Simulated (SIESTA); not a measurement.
The system is MnS.

```
CELL_PARAMETERS angstrom
0.00000 2.60450 2.60450
2.60450 0.00000 2.60450
2.60450 2.60450 0.00000
ATOMIC_POSITIONS crystal
Mn 0.00000 0.00000 0.00000
S 0.50000 0.50000 0.50000
```

Base run:

| Quantity | Value |
| --- | --- |
| Program | SIESTA 5.4.2 |
| Functional | PBEsol |
| Potentials or basis | PseudoDojo 0.4 standard (PBEsol files) |
| Basis | DZP (energy shift 0.003 Ry; two zetas on semicore shells) |
| Grid cutoff | 800 Ry |
| Energy shift | 0.003 Ry |
| k mesh | 7 × 7 × 7 |
| Occupations | fermi-dirac, width 0.05 eV |
| Spin | collinear spin, ferromagnetic start |
| Starting moments | [4.0, 0.0] μB |
| Hubbard terms | Mn d U = 6 eV |

Its results: band gap on the k mesh 1.45 eV, indirect (least direct gap 3.38 eV); pressure 3.8 GPa; net moment 5.00 μB per cell; site moments Mn +4.97; S +0.03 μB.

Q: The run is repeated on the same cell with these changes: hubbard terms from Mn d U = 6 eV to none. What comes out?

A: Band gap on the k mesh none (metal or under the smearing width); pressure -6.5 GPa; net moment 4.71 μB per cell; site moments Mn +4.58; S +0.13 μB.

The U term pushes filled and empty states of the shell apart.

Caveats: short orbitals over semicore shells can move pressures by several GPa; the basis of atomic orbitals isn't converged, which shifts pressures, moduli and gaps; a cell with one magnetic atom can't hold antiferromagnetic order, which such compounds often take; an odd mesh through Γ misses points on the zone boundary, where band edges often lie (some runs); semilocal functionals often make such compounds metallic where correlation or magnetic order opens a gap, which also shifts bond lengths (some runs).
